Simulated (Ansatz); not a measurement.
TiAl:

```
Ti Al
1.0
     2.86726    0.00000    0.00000
    -1.43363    2.48312    0.00000
     0.00000    0.00000    4.67808
Ti Al
1 1
Direct
  0.00000 0.00000 0.00000
  0.33333 0.66667 0.50000
```

The cell comes from a database or a generator and needn't be the stable form of this composition.

A run of Ansatz 0.2.0 on this cell left the log below. Logs are shortened: lines on timing, memory, paths and dates and some standing lists are left out, and cuts for length are marked.

```text
Warning: RAYON_NUM_THREADS=1 ignored (pool sized by the plan → 1); use --threads N
LAPW: plane waves up to 7.682 Å⁻¹, error target 1.0e-3 eV per atom; small_component_spin mean_spin; Al in spheres of 1.432 Å, 11 of its electrons in bands, Dirac shells []; Ti in spheres of 1.434 Å, 12 of its electrons in bands, Dirac shells [] (how accurate: hamiltonian.pseudopotentials.lapw.basis_error, Limitations)
Engine: ansatz 0.2.0, x86_64-unknown-linux-gnu
Pseudopotentials: kind: all_electron
Pseudopotential: Ti, LAPW, valence charge 12, lapw/all_electron/scalar/gaussian/Ti, Koelling and Harmon's equation, gaussian nucleus
Pseudopotential: Al, LAPW, valence charge 11, lapw/all_electron/scalar/gaussian/Al, Koelling and Harmon's equation, gaussian nucleus
Functional definition: PBEsol
  exchange = pbesol_x
  correlation = pbesol_c
Crystal: 2 atoms, lattice volume = 33.307 Å³
Basis set: ecut = 224.82284295312942 eV, 251 PW (Γ), exchange–correlation at level 2
Bands: 16, of which v1, the nominal top of the filled ones, is band 12 counted from 1 (11 counted from 0)
Symmetry: 12 space group operations
Space group: P-6m2 (ITA 187), of the structure as read, at distance tolerance 3.2e-5 Å
k-points: 64 of 726 (time reversal used)
Non-local potential: Ti, projectors of the file, none
Non-local potential: Al, projectors of the file, none
Initial density: superposition of atomic densities (chi_scale 0.1, normalization cell, long waves kept (reshape's long-wave potential 0.00 eV rms))
Initial wavefunctions: plane waves of lowest kinetic energy (no species holds an atomic orbital)
Functional: x = pbesol(κ = 0.804, μ = 0.12345679012345678), c = pbesol(β = 0.046)
iter 1 solved again at ethr=1.89e-3 eV; its pass at ethr=1.00e-1 eV (dr2=4.35e-1 eV) is discarded
SCF iter   1: F=—  HF=-29802.921076 eV  |F-HF|=—  |Δ(HF+E_count)|=         —  Δρ=2.45e-2  dr2=4.36e-1  ethr=1.89e-3  ⟨swp⟩=2.2  Hψ=7093  notcnv=0
preconditioner: auto → none  [metal: Δε(μ)=0.013 eV  Ē_g=5.256 eV  σ=0.050 eV  W_gap=0.15  n_scr=8 (ndim 8)  ℏωp=17.0 eV  f_vac=0.000  D(μ)=2.93/eV (n_scr^D=34)  sad-step TF]
SCF iter   2: F=—  HF=-29802.767344 eV  |F-HF|=—  |Δ(HF+E_count)|=   1.54e-1  Δρ=1.93e-2  dr2=5.45e-1  ethr=1.89e-3  ⟨swp⟩=2.0  Hψ=3203  notcnv=0
SCF iter   3: F=—  HF=-29802.890870 eV  |F-HF|=—  |Δ(HF+E_count)|=   1.24e-1  Δρ=2.66e-2  dr2=9.67e-1  ethr=1.89e-3  ⟨swp⟩=3.0  Hψ=3616  notcnv=0  recentre
iter 4 solved again at ethr=3.82e-5 eV; its pass at ethr=1.89e-3 eV (dr2=8.79e-3 eV) is discarded
SCF iter   4: F=—  HF=-29802.646296 eV  |F-HF|=—  |Δ(HF+E_count)|=   2.45e-1  Δρ=4.51e-3  dr2=8.73e-3  ethr=3.82e-5  ⟨swp⟩=2.1  Hψ=5309  notcnv=0
SCF iter   5: F=—  HF=-29802.644210 eV  |F-HF|=—  |Δ(HF+E_count)|=         —  Δρ=5.02e-4  dr2=9.37e-5  ethr=3.80e-5  ⟨swp⟩=2.0  Hψ=2920  notcnv=0
the basis was enlarged: its passes take 202.3 KiB over the memory plan, 1 of 1 planned eigensolver slots
SCF iter   6: F=—  HF=-29802.644047 eV  |F-HF|=—  |Δ(HF+E_count)|=   1.63e-4  Δρ=1.97e-4  dr2=2.06e-5  ethr=4.07e-7  ⟨swp⟩=2.9  Hψ=3012  notcnv=0
SCF iter   7: F=—  HF=-29802.644040 eV  |F-HF|=—  |Δ(HF+E_count)|=   6.83e-6  Δρ=5.55e-5  dr2=3.25e-6  ethr=8.96e-8  ⟨swp⟩=2.5  Hψ=2952  notcnv=0
SCF iter   8: F=-29802.644039 eV  HF=-29802.644039 eV  |F-HF|=5.63e-8  |Δ(HF+E_count)|=   1.02e-6  Δρ=9.12e-6  dr2=7.65e-8  ethr=1.41e-8  ⟨swp⟩=2.0  Hψ=2918  notcnv=0
SCF 1 converged in 8 iterations: F = -29802.644039 eV  dr2 = 7.65e-8
SCF converged after 8 iterations
Free energy (F): -29802.644039 eV
Harris-Foulkes:  -29802.644039 eV  (|F-HF|=5.63e-8)
Internal energy: -29802.639712 eV  (E = F + TS)
E sigma→0 (E₀):  -29802.641876 eV
Entropy (-TS):   -0.004327 eV (-2.163 meV/atom)
Fermi energy:    11.465417 eV
--- Per-component energies (eV) ---
  E_band       = -647.596290
  E_kinetic    = 30033.695171
  E_xc         = -1615.614461
  E_electrostatic = -58220.720423  (all electrons and nuclei)
  E_smearing   = -0.004327  (= −TS)
  E_closure    = 0.000000  (closes the sum)
  E_atoms      = -29790.843840  (free atoms, spherical and without spin; not in F)
  Σ components = -29802.644039   (vs F -29802.644039, Δ=0.00e0)
  Basis errors (estimates in eV, not in F): energy 7.9e-5 per atom: plane waves 4.2e-5 (3.2e-5 summed), levels above the bands 0.0e0, relativity 5.5e-9, radial functions 3.7e-5, core shells 3.2e-8; eigenvalues (radial functions only) 1.3e-6; not estimated: angular momenta, meshes, grids; target (lapw.basis_error) 1.0e-3; muffin-tin radii Al 1.432 Å, Ti 1.434 Å
--- Forces (eV/Å), atoms counted from 1 ---
  atom   1  Ti    -0.00000000     0.00000000     0.00000000
  atom   2  Al     0.00000000    -0.00000000    -0.00000000
  max |Σ_I F_I| component: 2.78e-17 eV/Å
--- Stress (GPa, compression-positive) ---
       -2.496057      -0.000000       0.000000
       -0.000000      -2.496057       0.000000
        0.000000       0.000000      -3.805200
  P = ⅓ Tr σ = -2.9324 GPa (-29.324 kbar)
--- Band table (eV; the first three rows and the last of 64) ---
  k-point 0: bands = ["-90.5861", "-52.2746", "-52.2746", "-52.2241", "-44.7667", "-21.1994", "-20.7782", "-20.7782", "2.5942", "9.1921", "9.6810", "12.7718", "12.7718", "14.2646", "14.2646", "15.4103"]
  k-point 1: bands = ["-90.5861", "-52.2746", "-52.2746", "-52.2241", "-44.7667", "-21.2006", "-20.7782", "-20.7782", "2.7646", "8.0768", "10.4455", "12.7750", "12.7750", "14.2458", "14.2458", "15.9793"]
  k-point 2: bands = ["-90.5861", "-52.2746", "-52.2746", "-52.2242", "-44.7666", "-21.2029", "-20.7782", "-20.7782", "3.1941", "6.8249", "10.9279", "12.7814", "12.7814", "14.2086", "14.2086", "17.3377"]
  k-point 63: bands = ["-90.5841", "-52.2879", "-52.2847", "-52.2220", "-44.6582", "-21.2383", "-21.1237", "-21.0949", "9.0030", "9.7752", "10.7675", "11.1884", "11.5072", "12.7273", "14.7590", "16.1085"]
```

Question: Write the input and the command behind it.

Answer: Single point with PBEsol, no spin polarisation. The files as run (others can give the same):

input.yaml
```yaml
crystal:
  lattice:
    - [2.8672622327, 0.0, 0.0]
    - [-1.4336311163, 2.4831219328, 0.0]
    - [0.0, 0.0, 4.678083]
  atoms:
    - { symbol: Ti, position: [0.0, 0.0, 0.0] }
    - { symbol: Al, position: [0.3333333333, 0.6666666667, 0.5] }
kpoints:
  mp_grid: { grid: [11, 11, 6] }
scf:
  occupations: { method: gaussian, width: 0.05 }
hamiltonian:
  xc: pbesol
  pseudopotentials: { kind: all_electron, lapw: { basis_error: 0.001 } }
output:
  forces: true
  stress: true
  eigenvalues: true
```

Potentials or basis: all-electron LAPW, scalar-relativistic.
Run with:
```console
$ ansatz run input.yaml --threads 1 --pin off --max-ram 3072MiB --backend cpu --events-out ev --progress --plain --runs-dir out
```
